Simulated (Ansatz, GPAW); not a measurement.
# Ballistic transport through benzene-1,4-dithiol between two Al chains, from relaxation to T(E)

Aim: the conductance of benzene-1,4-dithiol between two Al chains after relaxation, and whether geometry, basis or functional moves it most.

Main program and level: GPAW 26.7.0 and Ansatz 0.2.0; Ansatz plane waves; relaxation of the junction with the lead ends held; PAW set soft_1, in the first sound run; inputs show where later runs differ.

Most raw output is cut from this account.

### 1. Set-up

The cell holds 26 atoms: 14 Al, 2 S, 4 H and 6 C. Cell: a = 11.430 Å, b = 9.000 Å, c = 39.841 Å, α = 90.0°, β = 90.0°, γ = 90.0°. Regions: left lead, 7 atoms (7 Al); channel, 12 atoms (2 S, 4 H and 6 C); right lead, 7 atoms (7 Al). Vacuum lies along a and b. The structure is stacked along c, and the current runs across the ab planes.

### 2. Relaxing the atoms

Transmission follows bond lengths closely, so the atoms between the held lead ends are relaxed first, from a slightly shaken start that lets symmetry break.

input.yaml

```yaml
crystal:
  lattice:
    - [11.4302671739, 0.0, 0.0]
    - [0.0, 9.0, 0.0]
    - [0.0, 0.0, 39.8410932779]
  atoms:
    - { symbol: Al, position: [0.5, 0.5, 0.0301196554] }
    - { symbol: Al, position: [0.5, 0.5, 0.0903589662] }
    - { symbol: Al, position: [0.5, 0.5, 0.150598277] }
    - { symbol: Al, position: [0.5, 0.5, 0.2108375877] }
    - { symbol: Al, position: [0.5, 0.5, 0.2710768985] }
    - { symbol: Al, position: [0.4949474554, 0.4899373492, 0.3321855101] }
    - { symbol: Al, position: [0.5041016939, 0.5044317246, 0.3912320407] }
    - { symbol: S, position: [0.3887961935, 0.6239754168, 0.4277731345] }
[... 14 atom lines left out ...]
    - { symbol: Al, position: [0.5, 0.5, 0.7891624123] }
    - { symbol: Al, position: [0.5, 0.5, 0.849401723] }
    - { symbol: Al, position: [0.5, 0.5, 0.9096410338] }
    - { symbol: Al, position: [0.5, 0.5, 0.9698803446] }
kpoints:
  mp_grid: { grid: [1, 1, 2] }
hamiltonian:
  xc: pbe
  pseudopotentials: { kind: paw, azcp: { folder: soft_1 } }
scf:
  occupations: { method: fermi_dirac, width: 0.1 }
relax:
  f_tol: 0.03
  max_steps: 80
  constraints: [{ sites: [0, 1, 2, 3, 4, 21, 22, 23, 24, 25] }]
```

Launch:

```
$ ansatz run input.yaml --threads 4 --pin off --max-ram 8192MiB --backend cpu --events-out ev --progress --plain --runs-dir out
```

The job ended after 2.7 min (4 threads of Intel Xeon Platinum 8375C at 2.90GHz (Ice Lake), shared host; peak memory 3.9 GiB).

Step by step:

```
step  energy less that of the first step (eV)  largest force component (eV/Å)
   1                                   0.0000                          4.5409
   2                                  -0.9316                          1.5911
   3                                  -1.3326                          0.5763
   4                                  -1.5556                          0.3464
   5                                  -1.6764                          0.1500
   6                                  -1.7342                          0.1126
   7                                  -1.7684                          0.0721
   8                                  -1.7826                          0.0920
   9                                  -1.7871                          0.0542
  10                                  -1.7905                          0.0447
  11                                  -1.7913                          0.0325
  12                                  -1.7918                          0.0166
  13                                  -1.7922                          0.0208
  14                                  -1.7927                          0.0271
  15                                  -1.7935                          0.0383
  16                                  -1.7942                          0.0580
  17                                  -1.7949                          0.0593
  18                                  -1.7955                          0.0432
  19                                  -1.7960                          0.0195
  20                                  -1.7960                          0.0196
```

The atoms that moved most (Å):

```
atom      dx      dy      dz  length
Al21   1.292   0.356   0.231   1.360
 Al6  -1.253   0.387  -0.241   1.334
 H15   0.047  -0.646  -0.118   0.658
  H9  -0.147  -0.584  -0.098   0.610
 C10  -0.133  -0.575   0.047   0.592
 H12   0.027  -0.571   0.147   0.590
 C14  -0.047  -0.582  -0.038   0.585
  S8  -0.263  -0.502   0.059   0.570
```

Numbers from this step:

- free energy: -10873.2916 eV
- smearing term TS: 0.6205 eV
- symmetry operations: 1

The relaxation lowered the energy of the cell by 1.80 eV.

### 3. Plane-wave reference (PBE)

Plane waves give the reference curve, free of the bias of atom-centred orbitals.

This step: Ansatz plane waves; Landauer transmission by layers, zero bias; PAW set soft_1 (Ansatz 0.2.0).

input.yaml

```yaml
crystal:
  lattice:
    - [11.4302671739, 0.0, 0.0]
    - [0.0, 9.0, 0.0]
    - [0.0, 0.0, 39.8410932779]
  atoms:
    - { symbol: Al, position: [0.5, 0.5, 0.0301196554] }
    - { symbol: Al, position: [0.5, 0.5, 0.0903589662] }
    - { symbol: Al, position: [0.5, 0.5, 0.150598277] }
    - { symbol: Al, position: [0.5, 0.5, 0.2108375877] }
    - { symbol: Al, position: [0.5, 0.5, 0.2710768985] }
    - { symbol: Al, position: [0.3853160409, 0.5329544404, 0.3261289999] }
    - { symbol: Al, position: [0.4823684807, 0.5136240322, 0.3856207747] }
    - { symbol: S, position: [0.3657603154, 0.5681655227, 0.4292423043] }
[... 14 atom lines left out ...]
    - { symbol: Al, position: [0.5, 0.5, 0.7891624123] }
    - { symbol: Al, position: [0.5, 0.5, 0.849401723] }
    - { symbol: Al, position: [0.5, 0.5, 0.9096410338] }
    - { symbol: Al, position: [0.5, 0.5, 0.9698803446] }
kpoints:
  mp_grid: { grid: [1, 1, 2] }
hamiltonian:
  xc: pbe
  pseudopotentials: { kind: paw, azcp: { folder: soft_1 } }
scf:
  occupations: { method: fermi_dirac, width: 0.1 }
output:
  transmission:
    leads: [[0, 1]]
    e_range: [-2, 2]
    de: 0.025
    kmesh: [1, 1]
    reduced_basis: true
  write_potential: true
  write_density: true
  volumetric_format: npy
  elf: true
```

It took 1.9 min on 4 threads; peak memory 3.9 GiB.

This step gave:

```
free energy                                             : -10873.2917 eV
lead level                                              : 0 eV from the Fermi level
transmission at the Fermi level (one spin)              : 0.01493
open channels of the lead at the Fermi level (one spin) : 2
step of the potential along the lead                    : 3.6 meV
offset of the lead                                      : 0 Å
filling of the lead less its bulk value, in size        : 11.6 meV
conductance                                             : 0.01484 G₀
```

One spin. Table of transmission, zone mean by energy, zero at the Fermi level:

energy (eV), transmission, zone mean and a bar:
```
   -2.000      0.002 
   -1.900      0.001 
   -1.800      0.000 
   -1.700      0.000 
   -1.600      0.002 
   -1.500      0.005 
   -1.400      0.005 
   -1.300      0.003 
   -1.200      0.000 
   -1.100      0.000 
   -1.000      0.000 
   -0.900      0.000 
   -0.800      0.000 
   -0.700      0.000 
   -0.600      0.000 
   -0.500      0.000 
   -0.400      0.000 
   -0.300      0.001 
   -0.200      0.005 
   -0.100      0.010 #
    0.000      0.015 #
    0.100      0.019 ##
    0.200      0.023 ##
    0.300      0.028 ###
    0.400      0.035 ###
    0.500      0.043 ####
    0.600      0.051 #####
    0.700      0.057 #####
    0.800      0.060 ######
    0.900      0.062 ######
    1.000      0.064 ######
    1.100      0.064 ######
    1.200      0.066 ######
    1.300      0.069 ######
    1.400      0.075 #######
    1.500      0.085 ########
    1.600      0.102 #########
    1.700      0.129 ############
    1.800      0.170 ################
    1.900      0.232 ######################
    2.000      0.322 ##############################
```

One spin. Open channels, zone mean against energy, zero at the Fermi level:

energy (eV), open channels, zone mean and a bar:
```
   -2.000       1.00 ##########
   -1.900       1.00 ##########
   -1.800       1.00 ##########
   -1.700       1.00 ##########
   -1.600       1.00 ##########
   -1.500       1.00 ##########
   -1.400       1.00 ##########
   -1.300       1.00 ##########
   -1.200       0.00 
   -1.100       0.00 
   -1.000       0.00 
   -0.900       0.00 
   -0.800       0.00 
   -0.700       0.00 
   -0.600       0.00 
   -0.500       0.00 
   -0.400       0.00 
   -0.300       2.00 ####################
   -0.200       2.00 ####################
   -0.100       2.00 ####################
    0.000       2.00 ####################
    0.100       2.00 ####################
    0.200       2.00 ####################
    0.300       2.00 ####################
    0.400       2.00 ####################
    0.500       2.00 ####################
    0.600       2.00 ####################
    0.700       2.00 ####################
    0.800       2.00 ####################
    0.900       2.00 ####################
    1.000       3.00 ##############################
    1.100       3.00 ##############################
    1.200       3.00 ##############################
    1.300       3.00 ##############################
    1.400       3.00 ##############################
    1.500       3.00 ##############################
    1.600       3.00 ##############################
    1.700       3.00 ##############################
    1.800       3.00 ##############################
    1.900       3.00 ##############################
    2.000       3.00 ##############################
```

Crystal 0, spin -, k parallel (0, 0); distinct values, listed up to 1.5 1/Å. Table of Im kz of the slowest decaying states by energy, zero at the Fermi level:

```
energy (eV)  decay 1 (Å⁻¹)  decay 2 (Å⁻¹)  decay 3 (Å⁻¹)  decay 4 (Å⁻¹)
    -2.0000          0.671          0.673           1.16           1.26
    -1.7500          0.616          0.619           1.13           1.24
    -1.5000          0.556          0.559           1.11           1.21
    -1.2500          0.489          0.493           1.08           1.18
    -1.0000         0.0784          0.411          0.415           1.04
    -0.7500          0.103          0.314          0.319           1.01
    -0.5000          0.116          0.168          0.178          0.980
    -0.2500          0.121          0.946           1.07           1.13
     0.0000          0.119          0.910           1.03           1.10
     0.2500          0.110          0.874           1.00           1.07
     0.5000         0.0937          0.835          0.968           1.04
     0.7500         0.0634          0.795          0.934           1.01
     1.0000          0.752          0.898          0.976          0.991
     1.2500          0.707          0.861          0.942          0.957
     1.5000          0.659          0.821          0.906          0.922
     1.7500          0.606          0.780          0.869          0.885
     2.0000          0.549          0.737          0.831          0.847
```

Crystal 0, spin -, k parallel (0, 0). Table of Re kz of states that move upwards by energy, zero at the Fermi level:

```
energy (eV)  channel 1 (Å⁻¹)  channel 2 (Å⁻¹)  channel 3 (Å⁻¹)
     -2.000             1.13                -                -
     -1.900             1.15                -                -
     -1.800             1.16                -                -
     -1.700             1.18                -                -
     -1.600             1.20                -                -
     -1.500             1.22                -                -
     -1.400             1.24                -                -
     -1.300             1.27                -                -
     -1.200                -                -                -
     -1.100                -                -                -
     -1.000                -                -                -
     -0.900                -                -                -
     -0.800                -                -                -
     -0.700                -                -                -
     -0.600                -                -                -
     -0.500                -                -                -
     -0.400                -                -                -
     -0.300            0.157            0.168                -
     -0.200            0.230            0.237                -
     -0.100            0.285            0.290                -
      0.000            0.330            0.335                -
      0.100            0.371            0.375                -
      0.200            0.407            0.411                -
      0.300            0.440            0.444                -
      0.400            0.471            0.474                -
      0.500            0.500            0.503                -
      0.600            0.527            0.530                -
      0.700            0.553            0.556                -
      0.800            0.578            0.581                -
      0.900            0.602            0.605                -
      1.000            -1.26            0.625            0.628
      1.100            -1.24            0.647            0.650
      1.200            -1.22            0.669            0.671
      1.300            -1.20            0.689            0.692
      1.400            -1.19            0.710            0.712
      1.500            -1.17            0.729            0.731
      1.600            -1.16            0.748            0.750
      1.700            -1.15            0.767            0.769
      1.800            -1.14            0.785            0.787
      1.900            -1.12            0.803            0.805
      2.000            -1.11            0.820            0.822
```

The electrostatic potential energy of an electron (with the applied field's), less the Fermi level, planar mean oscillates, so the rows of the table below give means over windows of 2 Å about each position, cut where the curve ends. Its first 14 maxima inside the range that stand out by 2 % of the span (Å: eV): 2.4: 3.92, 4.9: 3.91, 7.2: 3.92, 9.6: 3.86, 12.0: 3.65, 14.2: 3.78, 16.2: 3.52, 18.0: 3.50, 19.3: 3.20, 20.5: 3.20, 21.8: 3.50, 23.6: 3.52, 25.7: 3.77, 27.9: 3.66. Its first 14 minima: 1.5: 3.40, 3.8: 3.40, 5.8: 3.40, 8.7: 3.38, 11.1: 3.29, 12.7: 3.28, 15.6: 3.30, 17.1: 3.09, 18.7: 2.61, 19.9: 2.23, 21.1: 2.61, 22.7: 3.09, 24.2: 3.31, 27.2: 3.28.

Electrostatic potential energy of an electron (with the applied field's), less the Fermi level, planar mean against z; means over each step:

z (Å), electrostatic potential energy of an electron (with the applied field's), less the Fermi level, planar mean (eV) and a bar from the least value:
```
        0       3.64 ##############################
        2       3.63 ##############################
        4       3.57 ############################
        6       3.54 ##########################
        8       3.56 ###########################
       10       3.55 ###########################
       12       3.42 ######################
       14       3.51 #########################
       16       3.34 ###################
       18       3.10 ##########
       20       2.82 
       22       3.12 ###########
       24       3.36 ####################
       26       3.50 #########################
       28       3.43 ######################
       30       3.56 ###########################
       32       3.59 ############################
       34       3.54 ##########################
       36       3.55 ###########################
       38       3.62 #############################
```

The valence density, planar mean by z:

```
z (Å)  valence density, planar mean (e/Å³)
    0                               0.0139
    2                               0.0134
    4                               0.0112
    6                              0.00998
    8                               0.0111
   10                               0.0130
   12                               0.0149
   14                               0.0132
   16                               0.0176
   18                               0.0464
   20                               0.0819
   22                               0.0441
   24                               0.0146
   26                               0.0131
   28                               0.0149
   30                               0.0134
   32                               0.0121
   34                               0.0101
   36                               0.0104
   38                               0.0127
```

Valence density in the cb plane at fractional x = 0.375, with atoms of Al and S and C and H within 0.2 Å of it. It is the smooth field of the valence electrons, not physical close to the nuclei.

Ten steps, logarithmic in the rise over the least value, from '0' (0.0 e/Å³) to '9' (1.7 e/Å³), each cell a mean:
```
00000000000000000000000000000000000000000000
00000000000000000000000000000000000000000000
00000000000000000000000000000000000000000000
00000000000000000000000000000000000000000000
00000000000000000011000000000000000000000000
00000011111000011222211111111110000000000000
00011122222111112444432222333222110000000000
11112333333222234677654445555444431100000000
12223444444433346789876667887777653211111110
22334554455543356887887789999888985211222211
23345554355544457887888789999989985322222221
33345554355554456888887778998877764212233221
33344554455544445677765556776655432112222221
22334444444433334455543334444333211111222211
22223333333222222333221111222111100001111110
11111222221111111111100000000000000000011100
00111111100000000000000000000000000000000000
00000000000000000000000000000000000000000000
00000000000000000000000000000000000000000000
00000000000000000000000000000000000000000000
00000000000000000000000000000000000000000000
00000000000000000000000000000000000000000000
00000000000000000000000000000000000000000000
00000000000000000000000000000000000000000000
```
Columns run along c (16.0 Å, from fractional 0.26 to 0.66 of the cell), rows up along b (9.0 Å). Atoms in or near the plane, at fractional coordinates: Al at (0.33, 0.53), S at (0.43, 0.57), C at (0.50, 0.56), H at (0.55, 0.57).

Electrostatic potential energy in the cb plane at fractional x = 0.375, with atoms of Al and S and C and H within 0.2 Å of it. With pseudopotentials it is smooth inside the atoms' cores, unlike the true potential.

Ten even steps from '0' (-20 eV) to '9' (1 eV), each cell a mean:
```
99999999999999999999999999999999999999999999
99999999999999999999999999999999999999999999
99999999999999999999999999999999999999999999
99999999999999999999999999999999999999999999
99999999999999999999999999999999999999999999
99999999999999999999999999999999999999999999
99999998899999999999999999999999999999999999
99999877778999999865689998889999999999999999
99998752247898887400047775225767778999999999
98888511204788876000005541001212017899999999
88887318822787775000004430000101007899889999
88887317822777666200036663003546568999889999
88888511114787777743578887567888899999999999
88888753357888888988899999999999999999999999
99999887778998889999999999999999999999999999
99999998889999999999999999999999999999999999
99999999999999999999999999999999999999999999
99999999999999999999999999999999999999999999
99999999999999999999999999999999999999999999
99999999999999999999999999999999999999999999
99999999999999999999999999999999999999999999
99999999999999999999999999999999999999999999
99999999999999999999999999999999999999999999
99999999999999999999999999999999999999999999
```
Columns run along c (16.0 Å, from fractional 0.26 to 0.66 of the cell; values clipped at the 3rd and 97th percentile), rows up along b (9.0 Å). Atoms in or near the plane, at fractional coordinates: Al at (0.33, 0.53), S at (0.43, 0.57), C at (0.50, 0.56), H at (0.55, 0.57).

ELF in the cb plane at fractional x = 0.375, with atoms of Al and S and C and H within 0.2 Å of it. It is the smooth field of the valence electrons, not physical close to the nuclei.

Values in units of 1e-1, 13 rows by 16 columns, each cell a mean:
```
0.0 0.0 0.0 0.0 0.0 0.0 0.0 0.1 0.0 0.0 0.0 0.0 0.0 0.0 0.0 0.0
0.2 0.2 0.2 0.4 0.3 0.0 0.2 0.9 0.2 0.0 0.0 0.1 0.0 0.0 0.0 0.1
0.8 0.5 1.0 2.1 1.8 0.3 1.1 4.1 1.5 0.2 0.7 0.9 0.4 0.0 0.1 0.5
1.7 1.3 3.3 5.9 5.6 1.5 2.9 7.8 4.4 1.3 3.5 3.3 2.6 0.7 0.6 3.3
3.1 2.7 6.4 7.6 8.4 4.2 4.2 8.3 6.6 4.4 6.2 6.4 8.0 4.5 2.3 7.8
4.6 4.0 8.1 4.8 7.5 6.3 4.7 4.3 5.5 6.1 3.5 7.1 9.5 6.0 4.4 9.5
5.3 4.6 8.3 4.5 7.4 6.7 4.6 8.2 6.5 4.9 6.2 6.6 7.7 3.5 5.9 9.8
4.9 4.1 6.8 6.2 6.8 4.8 3.2 7.0 3.9 1.7 3.9 3.7 2.4 0.5 6.5 9.7
3.4 2.8 3.8 3.2 2.6 1.7 1.3 2.9 1.1 0.2 0.8 1.0 0.4 0.2 5.9 8.9
1.9 1.5 1.4 0.7 0.4 0.3 0.3 0.5 0.2 0.0 0.1 0.1 0.0 0.1 3.8 6.2
0.8 0.6 0.5 0.2 0.1 0.1 0.1 0.1 0.0 0.0 0.0 0.0 0.0 0.1 1.4 2.3
0.2 0.1 0.1 0.0 0.0 0.0 0.0 0.0 0.0 0.0 0.0 0.0 0.0 0.0 0.2 0.3
0.0 0.0 0.0 0.0 0.0 0.0 0.0 0.0 0.0 0.0 0.0 0.0 0.0 0.0 0.0 0.0
```
Columns run along c (16.0 Å, from fractional 0.24 to 0.64 of the cell), rows up along b (9.0 Å). Atoms in or near the plane, at fractional coordinates: Al at (0.33, 0.53), S at (0.43, 0.57), C at (0.50, 0.56), H at (0.55, 0.57).

T at the Fermi level is 0.0149 of 2 open channels a spin.

(Continued in part 2 of 3.)

[Logs are printed without paths, hosts, clocks, repeated set-up lines and the standing remarks that a program may print on its own settings, such as how far it seeks lower states.]

[Hosts, paths, dates, database ids (printed as entryN), source tags and the programs' standing remarks are cut or masked in the printed files.]
